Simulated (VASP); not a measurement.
# KCl (Sylvite) (Fm-3m) in VASP: further runs

The runs below take KCl (Sylvite) through relaxation of cell and atoms, relaxation of the atoms, with PBE.

Everything below comes from runs of VASP 6.6.1. Logs are shortened: lines on timing, memory, paths and dates and some standing lists are left out, and cuts for length are marked.

### 1 Starting point

It takes space group Fm-3m (No. 225, cubic). The conventional cell has a = 6.293 Å, b = 6.293 Å, c = 6.293 Å, α = 90.00°, β = 90.00°, γ = 90.00°. Around K (site symmetry m-3m) lie 6 Cl at 3.15 Å. Cl (site symmetry m-3m) has 6 K at 3.15 Å as nearest neighbours.

### 2 Relaxation of cell and atoms, PBE

Contents of INCAR:

```
SYSTEM = KCl
  PREC = Accurate
  ENCUT = 300
  EDIFF = 1E-6
  ISMEAR = 0
  SIGMA = 0.03
  LREAL = .False.
  LASPH = .True.
  NELM = 80
  ALGO = Normal
  ISIF = 3
  LWAVE = .False.
  LCHARG = .False.
  GGA = PE
  IBRION = 2
  NSW = 90
  EDIFFG = -0.01
```

Contents of KPOINTS:

```
regular mesh
0
Gamma
  4 4 4
  0 0 0
```

Contents of POSCAR:

```
KCl
1.0
    0.0000000000      3.1464700000      3.1464700000
    3.1464700000      0.0000000000      3.1464700000
    3.1464700000      3.1464700000      0.0000000000
K Cl
1 1
Direct
    0.0000000000      0.0000000000      0.0000000000
    0.5000000000      0.5000000000      0.5000000000
```

Potentials or basis: VASP PAW PBE potentials, release 64 (K_pv, Cl).

The run is started by

```bash
$ cat potpaw_PBE.64/K_pv/POTCAR potpaw_PBE.64/Cl/POTCAR > POTCAR
$ mpirun -np 1 vasp_std > vasp.out
```

OUTCAR:

```text
SYSTEM = KCl
   PREC = Accurate
   ENCUT = 300
   EDIFF = 1E-6
   ISMEAR = 0
   LREAL = .False.
   LASPH = .True.
   NELM = 80
   ISIF = 3
   GGA = PE
   IBRION = 2
   NSW = 90
   EDIFFG = -0.01

 ion  position               nearest neighbor table
   1  0.000  0.000  0.000-   2 3.15   2 3.15   2 3.15   2 3.15   2 3.15   2 3.15
   2  0.500  0.500  0.500-   1 3.15   1 3.15   1 3.15   1 3.15   1 3.15   1 3.15

  LATTYP: Found a face centered cubic cell.
 ALAT       =     6.2929400000

  Lattice vectors:

 A1 = (   0.0000000000,   3.1464700000,   3.1464700000)
 A2 = (   3.1464700000,   0.0000000000,   3.1464700000)
 A3 = (   3.1464700000,   3.1464700000,   0.0000000000)

Analysis of symmetry for initial positions (statically):
=====================================================================
 Subroutine PRICEL returns:
 Original cell was already a primitive cell.

 Routine SETGRP: Setting up the symmetry group for a
 face centered cubic supercell.

 Subroutine GETGRP returns: Found 48 space group operations
 (whereof 48 operations were pure point group operations)
 out of a pool of 48 trial point group operations.

The static configuration has the point symmetry O_h .

Analysis of symmetry for dynamics (positions and initial velocities):
=====================================================================
 Subroutine PRICEL returns:
 Original cell was already a primitive cell.

 Routine SETGRP: Setting up the symmetry group for a
 face centered cubic supercell.

 Subroutine GETGRP returns: Found 48 space group operations
 (whereof 48 operations were pure point group operations)
 out of a pool of 48 trial point group operations.

The dynamic configuration has the point symmetry O_h .

 Subroutine INISYM returns: Found 48 space group operations
 (whereof 48 operations are pure point group operations),
 and found     1 'primitive' translations

----------------------------------------------------------------------------------------

                                     Primitive cell

  volume of cell :      62.3018

  direct lattice vectors                    reciprocal lattice vectors
     0.000000000  3.146470000  3.146470000    -0.158908237  0.158908237  0.158908237
[... 60 lines left out ...]
   PREC   = accura    normal or accurate (medium, high low for compatibility)
   ISTART =      0    job   : 0-new  1-cont  2-samecut
   ICHARG =      2    charge: 1-file 2-atom 10-const
   ISPIN  =      1    spin polarized calculation?
   LNONCOLLINEAR =      F non collinear calculations
   LSORBIT =      F    spin-orbit coupling
   LASPH  =      T    aspherical Exc in radial PAW
   ENCUT  =  300.0 eV  22.05 Ry    4.70 a.u.   6.28  6.28  6.28*2*pi/ulx,y,z
   NELM   =     80;   NELMIN=  2; NELMDL= -5     # of ELM steps
   EDIFF  = 0.1E-05   stopping-criterion for ELM
   LREAL  =      F    real-space projection
   EDIFFG = -.1E-01   stopping-criterion for IOM
   NSW    =     90    number of steps for IOM
   IBRION =      2    ionic relax: 0-MD 1-quasi-New 2-CG
   NFREE  =      1    steps in history (QN), initial steepest desc. (CG)
   ISIF   =      3    stress and relaxation
   ISYM   =      2    0-nonsym 1-usesym 2-fastsym
   POTIM  = 0.5000    time-step for ionic-motion
   TEBEG  =    0.0;   TEEND  =   0.0 temperature during run
   PSTRESS=    0.0 pullay stress
   NELECT =      14.0000    total number of electrons
   NUPDOWN=      -1.0000    fix difference up-down
   EMIN   =  10.00;   EMAX   =-10.00  energy-range for DOS
   EFERMI =   0.00;   METHOD = LEGACY
   ISMEAR =     0;   SIGMA  =   0.03  broadening in eV -4-tet -1-fermi 0-gaus
   EFERMI_NEDOS =   21; number of points for ismear=-14 and -15
   IALGO  =     38    algorithm
   IMIX   =      4    mixing-type and parameters
     AMIX     =   0.40;   BMIX     =  1.00
     AMIX_MAG =   1.60;   BMIX_MAG =  1.00
  volume/ion in A,a.u.               =      31.15       210.22
  Fermi-wavevector in a.u.,A,eV,Ry     =   0.995292  1.880829 13.478019  0.990606
  Thomas-Fermi vector in A             =   2.127302
   LORBIT       =      0    0 simple, 1 ext, 2 COOP (PROOUT), +10 PAW based schemes
   GGA     = PE    functional components
   LHFCALC =     F    Hartree Fock is set to
   AEXX    =    0.0000 exact exchange contribution
   IVDW    =     0    specifies the selected vdW correction
   LEPSILON=     F    determine dielectric tensor
   LRPA    =     F    only Hartree local field effects (RPA)
 conjugate gradient relaxation of ions
 non-spin polarized calculation
 Gauss-broadening in eV      SIGMA  =   0.03
  energy-cutoff  :      300.00
  volume of cell :       62.30
 maximum number of plane-waves:       754
 NGX is ok and might be reduce to    28
   NGX = 13   NGY = 13   NGZ = 13

--------------------------------------- Ionic step        1  -------------------------------------------

 number of electron      13.9999999 magnetization

 Free energy of the ion-electron system (eV)
  ---------------------------------------------------
  ext. energy  EPLUGINS =         0.00000000
  ---------------------------------------------------
  free energy    TOTEN  =        -6.75306234 eV

  energy without entropy =       -6.75306234  energy(sigma->0) =       -6.75306234

------------------------ aborting loop because EDIFF is reached ----------------------------------------

  FORCE on cell =-STRESS in cart. coord.  units (eV):
  Direction    XX          YY          ZZ          XY          YZ          ZX
  --------------------------------------------------------------------------------------
  -------------------------------------------------------------------------------------
  Total        0.3751209      0.3751209      0.3751209      0.0000000      0.0000000     -0.0000000
  in kB        9.6467521      9.6467521      9.6467521      0.0000000      0.0000000     -0.0000000
  external PRESSURE =       9.6467521 kB  Pullay stress =       0.0000000 kB
[... 59 lines left out ...]
--------------------------------------- Ionic step        3  -------------------------------------------

 number of electron      13.9999998 magnetization

 Free energy of the ion-electron system (eV)
  ---------------------------------------------------
  ext. energy  EPLUGINS =         0.00000000
  ---------------------------------------------------
  free energy    TOTEN  =        -6.76135737 eV

  energy without entropy =       -6.76135737  energy(sigma->0) =       -6.76135737

 E-fermi :  -3.0972     XC(G=0):  -7.3188

 val. band max:       -3.2272757047   @ k =   0.0000   0.0000   0.0000
 cond. band min:       1.7920947444   @ k =   0.0000   0.0000   0.0000
 fundamental gap:      5.0193704491
 Fermi energy:        -3.0972396780

 k-point     1 :       0.0000    0.0000    0.0000
  band No.  band energies     occupation
      1     -15.3114      2.00000
      2     -13.9894      2.00000
      3     -13.9894      2.00000
      4     -13.9894      2.00000
      5      -3.2273      2.00000
      6      -3.2273      2.00000
      7      -3.2273      2.00000
      8       1.7921      0.00000
      9       5.1312      0.00000
     10       5.1312      0.00000
     11       5.1312      0.00000
[... 125 lines left out ...]
  FREE ENERGIE OF THE ION-ELECTRON SYSTEM (eV)
  ---------------------------------------------------
  free  energy   TOTEN  =        -6.7613573734 eV

  energy  without entropy=       -6.7613573734  energy(sigma->0) =       -6.76135737

 reached required accuracy - stopping structural energy minimisation
```

CONTCAR:

```text
KCl
   1.00000000000000
     0.0000000000000000    3.1958453703529091    3.1958453703529091
     3.1958453703529091    0.0000000000000000    3.1958453703529091
     3.1958453703529091    3.1958453703529091   -0.0000000000000000
  K               Cl
     1     1
Direct
     0.0000000000000000    0.0000000000000000    0.0000000000000000
     0.5000000000000000    0.5000000000000000    0.5000000000000000

  0.00000000E+00  0.00000000E+00  0.00000000E+00
  0.00000000E+00  0.00000000E+00  0.00000000E+00
```

Wall time 14 s (1 thread of Intel Xeon Platinum 8375C at 2.90GHz (Ice Lake), shared host); peak memory 0.15 GiB.

What came out:

| Item | Value |
| --- | --- |
| Free energy | -6.7614 eV |
| Relaxed volume | 32.64 Å³/atom |
| Relaxed cell | a = 4.520 Å, b = 4.520 Å, c = 4.520 Å, α = 60.00°, β = 60.00°, γ = 60.00° |
| Space group after relaxing (to 0.05 Å) | Fm-3m (No. 225) |
| Energy gained by relaxing | 4.1 meV/atom |
| Ionic steps | 3 |
| Pressure after relaxing | 0.0 GPa |
| Band gap on the k mesh | 5.02 eV, direct |

Step by step:
```csv
step,energy change (eV),largest force (eV/Å),pressure (GPa),volume (Å³)
1,0.0000,0.0000,0.96,62.30
2,-0.0070,0.0000,0.36,64.01
3,-0.0083,0.0000,-0.03,65.28
```

Final structure:
```
K Cl
1.0
     0.00000    3.19585    3.19585
     3.19585    0.00000    3.19585
     3.19585    3.19585    0.00000
K Cl
1 1
Cartesian
  0.0000 0.0000 0.0000
  3.1958 3.1958 3.1958
```

Levels at points of the mesh, in eV from the valence-band top:
| k point | band 4 | band 5 | band 6 | band 7 | band 8 | band 9 | band 10 | band 11 |
| --- | --- | --- | --- | --- | --- | --- | --- | --- |
| (0.00, 0.00, 0.00) | -10.76 | 0.00 | 0.00 | 0.00 | 5.02 | 8.36 | 8.36 | 8.36 |
| (0.50, 0.00, 0.00) | -10.55 | -0.98 | -0.29 | -0.29 | 7.46 | 8.41 | 10.46 | 10.46 |
| (0.50, 0.50, 0.00) | -10.81 | -0.63 | -0.22 | -0.22 | 6.56 | 8.13 | 9.81 | 10.23 |

Caveat: the k mesh is coarse (spacing up to 0.43 Å⁻¹), so the values aren't converged; the cutoff is under 1.25 times the usual one of these potentials, so pressure, stress and relaxed cells hold a basis-set (Pulay) error. PBE usually gives volumes a little too large and moduli too small.

### 3 Relaxation of cell and atoms, PBE

This run uses another cell than the first one, of 32.64 Å³/atom, 1.048 times its volume.

Edit INCAR of step 2 so:

```diff
@@ -3,3 +3,3 @@
   ENCUT = 300
-  EDIFF = 1E-6
+  EDIFF = 1E-7
   ISMEAR = 0
@@ -16,2 +16,2 @@
   NSW = 90
-  EDIFFG = -0.01
+  EDIFFG = -0.005
```

KPOINTS is that of step 2.

Contents of POSCAR:

```
KCl                                     
1.0
    0.0000000000      3.1958453704      3.1958453704
    3.1958453704      0.0000000000      3.1958453704
    3.1958453704      3.1958453704     -0.0000000000
  K               Cl            
     1     1
Direct
     0.0000000000000000    0.0000000000000000    0.0000000000000000
     0.5000000000000000    0.5000000000000000    0.5000000000000000
```

Potentials or basis: VASP PAW PBE potentials, release 64 (K_pv, Cl).

The run is started by

```bash
$ cat potpaw_PBE.64/K_pv/POTCAR potpaw_PBE.64/Cl/POTCAR > POTCAR
$ mpirun -np 1 vasp_std > vasp.out
```

Wall time 14 s (1 thread of Intel Xeon Platinum 8375C at 2.90GHz (Ice Lake), shared host); peak memory 0.15 GiB.

The run converged. Its results:

| Property | Result |
| --- | --- |
| Free energy | -6.7651 eV |
| Relaxed volume | 32.69 Å³/atom |
| Relaxed cell | a = 4.522 Å, b = 4.522 Å, c = 4.522 Å, α = 60.00°, β = 60.00°, γ = 60.00° |
| Space group after relaxing (to 0.05 Å) | Fm-3m (No. 225) |
| Energy gained by relaxing | 0.0 meV/atom |
| Ionic steps | 2 |
| Pressure after relaxing | 0.0 GPa |
| Band gap on the k mesh | 5.01 eV, direct |

Final structure:
```yaml
crystal:
  lattice:
    - [0.00000, 3.19750, 3.19750]
    - [3.19750, 0.00000, 3.19750]
    - [3.19750, 3.19750, 0.00000]
  atoms:
    - { symbol: K, position: [0.00000, 0.00000, 0.00000] }
    - { symbol: Cl, position: [0.50000, 0.50000, 0.50000] }
```

Levels at points of the mesh, in eV from the valence-band top:
| k point | band 4 | band 5 | band 6 | band 7 | band 8 | band 9 | band 10 | band 11 |
| --- | --- | --- | --- | --- | --- | --- | --- | --- |
| (0.00, 0.00, 0.00) | -10.77 | 0.00 | 0.00 | 0.00 | 5.01 | 8.36 | 8.36 | 8.36 |
| (0.50, 0.00, 0.00) | -10.55 | -0.98 | -0.29 | -0.29 | 7.46 | 8.41 | 10.46 | 10.46 |
| (0.50, 0.50, 0.00) | -10.81 | -0.63 | -0.22 | -0.22 | 6.56 | 8.12 | 9.80 | 10.22 |

Caveat: the k mesh is coarse (spacing up to 0.43 Å⁻¹), so the values aren't converged; the cutoff is under 1.25 times the usual one of these potentials, so pressure, stress and relaxed cells hold a basis-set (Pulay) error.

### 4 Relaxation of cell and atoms, PBE

Contents of INCAR:

```
ALGO = Normal
EDIFF = 1E-6
EDIFFG = -0.01
ENCUT = 600
GGA = PE
IBRION = 2
ISIF = 3
ISMEAR = 0
LASPH = True
LCHARG = False
LREAL = False
LWAVE = False
NELM = 80
NSW = 90
PREC = Accurate
SIGMA = 0.03
```

Contents of KPOINTS:

```
k-points
0
Gamma
  8 8 8
```

Contents of POSCAR:

```
KCl
1.0
    0.0000000000      3.1464700000      3.1464700000
    3.1464700000      0.0000000000      3.1464700000
    3.1464700000      3.1464700000      0.0000000000
K Cl
1 1
Direct
    0.0000000000      0.0000000000      0.0000000000
    0.5000000000      0.5000000000      0.5000000000
```

Potentials or basis: VASP PAW PBE potentials, release 64 (K_sv, Cl).

The run is started by

```bash
$ cat potpaw_PBE.64/K_sv/POTCAR potpaw_PBE.64/Cl/POTCAR > POTCAR
$ mpirun -np 1 vasp_std > vasp.out
```

OUTCAR:

```text
EDIFF = 1E-6
   EDIFFG = -0.01
   ENCUT = 600
   GGA = PE
   IBRION = 2
   ISIF = 3
   ISMEAR = 0
   LASPH = True
   LREAL = False
   NELM = 80
   NSW = 90
   PREC = Accurate

 ion  position               nearest neighbor table
   1  0.000  0.000  0.000-   2 3.15   2 3.15   2 3.15   2 3.15   2 3.15   2 3.15
   2  0.500  0.500  0.500-   1 3.15   1 3.15   1 3.15   1 3.15   1 3.15   1 3.15

  LATTYP: Found a face centered cubic cell.
 ALAT       =     6.2929400000

  Lattice vectors:

 A1 = (   0.0000000000,   3.1464700000,   3.1464700000)
 A2 = (   3.1464700000,   0.0000000000,   3.1464700000)
 A3 = (   3.1464700000,   3.1464700000,   0.0000000000)

Analysis of symmetry for initial positions (statically):
=====================================================================
 Subroutine PRICEL returns:
[... 269 lines left out ...]
      5     -12.7828      2.00000
      6      -2.0136      2.00000
      7      -2.0136      2.00000
      8      -2.0136      2.00000
      9       3.0233      0.00000
     10       6.3381      0.00000
     11       6.3381      0.00000
     12       6.3381      0.00000
[... 331 lines left out ...]
 k-point    24 :      -0.3750    0.2500    0.1250
  band No.  band energies     occupation
      1     -29.3130      2.00000
      2     -14.1730      2.00000
      3     -12.8285      2.00000
      4     -12.8103      2.00000
      5     -12.6449      2.00000
      6      -2.7968      2.00000
      7      -2.3864      2.00000
      8      -2.3151      2.00000
      9       5.7292      0.00000
     10       6.2077      0.00000
     11       7.8543      0.00000
     12       7.9710      0.00000

 [... further k-points ...]

------------------------ aborting loop because EDIFF is reached ----------------------------------------

  FORCE on cell =-STRESS in cart. coord.  units (eV):
  Direction    XX          YY          ZZ          XY          YZ          ZX
  --------------------------------------------------------------------------------------
  -------------------------------------------------------------------------------------
  Total       -0.0010269     -0.0010269     -0.0010269      0.0000000      0.0000000     -0.0000000
  in kB       -0.0252549     -0.0252549     -0.0252549      0.0000000      0.0000000     -0.0000000
  external PRESSURE =      -0.0252549 kB  Pullay stress =       0.0000000 kB
[... 17 lines left out ...]
  FREE ENERGIE OF THE ION-ELECTRON SYSTEM (eV)
  ---------------------------------------------------
  free  energy   TOTEN  =        -6.8111509157 eV

  energy  without entropy=       -6.8111509157  energy(sigma->0) =       -6.81115092

 reached required accuracy - stopping structural energy minimisation
```

CONTCAR:

```text
KCl
   1.00000000000000
     0.0000000000000000    3.1936514230221418    3.1936514230221418
     3.1936514230221418   -0.0000000000000000    3.1936514230221418
     3.1936514230221418    3.1936514230221418    0.0000000000000000
  K               Cl
     1     1
Direct
     0.0000000000000000    0.0000000000000000    0.0000000000000000
     0.5000000000000000    0.5000000000000000    0.5000000000000000

  0.00000000E+00  0.00000000E+00  0.00000000E+00
  0.00000000E+00  0.00000000E+00  0.00000000E+00
```

Run time: 44 s. Hardware: 1 thread of Intel Xeon 6975P-C (Granite Rapids), shared host; peak memory 0.22 GiB.

What came out:

```yaml
Free_energy: -6.8112 eV
Relaxed_volume: 32.57 Å³/atom
Relaxed_cell: a = 4.517 Å, b = 4.517 Å, c = 4.517 Å, α = 60.00°, β = 60.00°, γ = 60.00°
Space_group_after_relaxing_to_0.05_Å: Fm-3m (No. 225)
Energy_gained_by_relaxing: 3.5 meV/atom
Ionic_steps: 3
Pressure_after_relaxing: 0.0 GPa
Band_gap_on_the_k_mesh: 5.04 eV, direct
```

The path:
| step | energy change (eV) | largest force (eV/Å) | pressure (GPa) | volume (Å³) |
| --- | --- | --- | --- | --- |
| 1 | 0.0000 | 0.0000 | 0.82 | 62.30 |
| 2 | -0.0053 | 0.0000 | 0.37 | 63.75 |
| 3 | -0.0069 | 0.0000 | 0.00 | 65.15 |

Final structure:
```cif
data_structure
_symmetry_space_group_name_H-M 'P 1'
_symmetry_Int_Tables_number 1
_cell_length_a 4.5165
_cell_length_b 4.5165
_cell_length_c 4.5165
_cell_angle_alpha 60.000
_cell_angle_beta 60.000
_cell_angle_gamma 60.000
_cell_volume 65.15
loop_
_atom_site_label
_atom_site_type_symbol
_atom_site_fract_x
_atom_site_fract_y
_atom_site_fract_z
_atom_site_occupancy
K1 K 0.00000 0.00000 0.00000 1
Cl1 Cl 0.50000 0.50000 0.50000 1
```

A k mesh can miss the band edges. Zero-point motion and thermal expansion aren't in these numbers.

[end of part 1 of 2]
